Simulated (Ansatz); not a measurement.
# CuCl: the cost of one run

Method: DFT r²SCAN, scalar-relativistic, plane waves, PAW, in Ansatz 0.2.0.

3 further runs of the same task are left out: 2 that didn't finish, 1 set aside as unsound or not needed.

### Step 1. The starting structure

The structure is cubic, space group F-43m (No. 216). The conventional cell has a = 5.356 Å, b = 5.356 Å, c = 5.356 Å, α = 90.00°, β = 90.00°, γ = 90.00°. Around Cu (site symmetry -43m) lie 4 Cl at 2.32 Å. Around Cl (site symmetry -43m) lie 4 Cu at 2.32 Å.

As a file:

```cif
data_structure
_symmetry_space_group_name_H-M 'P 1'
_symmetry_Int_Tables_number 1
_cell_length_a 3.7876
_cell_length_b 3.7876
_cell_length_c 3.7876
_cell_angle_alpha 60.000
_cell_angle_beta 60.000
_cell_angle_gamma 60.000
_cell_volume 38.42
loop_
_atom_site_label
_atom_site_type_symbol
_atom_site_fract_x
_atom_site_fract_y
_atom_site_fract_z
_atom_site_occupancy
Cu1 Cu 0.00000 0.00000 0.00000 1
Cl1 Cl 0.75000 0.75000 0.75000 1
```

An earlier run at r²SCAN left this cell at 19.211 Å³/atom and 0.02 GPa (12×12×12 mesh).

Volume factors to run: 0.980, 1.020, 0.960, 1.040, 1.070.

### Step 2. Scaling the volume by 0.980

input.yaml

```yaml
crystal:
  lattice:
    - [0.0, 2.660268113, 2.660268113]
    - [2.660268113, 0.0, 2.660268113]
    - [2.660268113, 2.660268113, 0.0]
  atoms:
    - { symbol: Cu, position: [0.0, 0.0, 0.0] }
    - { symbol: Cl, position: [0.75, 0.75, 0.75] }
basis:
  ecutwfc: 500
  ecutrho_ratio: 4
kpoints:
  mp_grid: { grid: [12, 12, 12] }
hamiltonian:
  xc: r2scan
scf:
  occupations: { method: gaussian, width: 0.05 }
output:
  forces: true
  stress: true
  eigenvalues: true
```

Command:

```
ansatz run input.yaml --threads 4 --pin off --max-ram 7168MiB --backend cpu --events-out ev --progress --plain --runs-dir out
```

What time and memory should one allow on 4 threads of Intel Xeon 6975P-C (Granite Rapids), shared host?

About 1.4 s, with a peak of 0.56 GiB.
